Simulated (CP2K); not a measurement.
Runs of CP2K 2026.2 on BP. It takes space group F-43m (No. 216, cubic). The conventional cell has a = 4.538 Å, b = 4.538 Å, c = 4.538 Å, α = 90.00°, β = 90.00°, γ = 90.00°. P (site symmetry -43m) has 4 B at 1.97 Å as nearest neighbours. B (site symmetry -43m) is surrounded by 4 P at 1.97 Å. 

```tsv
level	potentials or basis	smearing	EPS_DEFAULT	NGRIDS	points a segment of the path (NPOINTS)	bands added on the path	CUTOFF of the grids	gap on the mesh (eV)	pressure (GPa)
TB-mBJ	POTENTIAL_UZH P GTH-PBE-q5, B GTH-PBE-q3; TZVP-MOLOPT-PBE-GTH basis	fermi-dirac 0.0259 eV	1.0E-9	4	8	4	675 Ry	1.67	-
PBEsol	POTENTIAL_UZH P GTH-PBE-q5, B GTH-PBE-q3; TZVP-MOLOPT-PBE-GTH basis	fermi-dirac 0.01 eV	1.0E-10	5	6	4	450 Ry	1.23	-1.2
LDA	GTH_POTENTIALS P GTH-PADE-q5, B GTH-PADE-q3; TZVP-MOLOPT-PBE-GTH basis	fermi-dirac 0.1 eV	1.0E-9	4	8	6	450 Ry	1.31	-6.1
r2SCAN	POTENTIAL_UZH P GTH-SCAN-q5, B GTH-SCAN-q3; TZVP-MOLOPT-SCAN-GTH basis	fermi-dirac 0.05 eV	1.0E-10	5	10	2	675 Ry	1.52	(c)
PBE	POTENTIAL_UZH P GTH-PBE-q5, B GTH-PBE-q3; TZVP-MOLOPT-PBE-GTH basis	fermi-dirac 0.01 eV	1.0E-9	5	8	2	450 Ry	(a)	(b)
```

Alike in all rows: task band structure; no spin polarisation; cell as given; k mesh 10 × 10 × 10.

**Question.** Fill in the values left out.

**Answer.** (a) 1.37; (b) 0.3; (c) -1.3.

Caveats: the basis of atomic orbitals isn't converged, which shifts pressures, moduli and gaps; the potentials were made for another functional, which shifts forces and pressure (some runs); this is a model potential without an energy functional, so only levels have meaning (some runs).

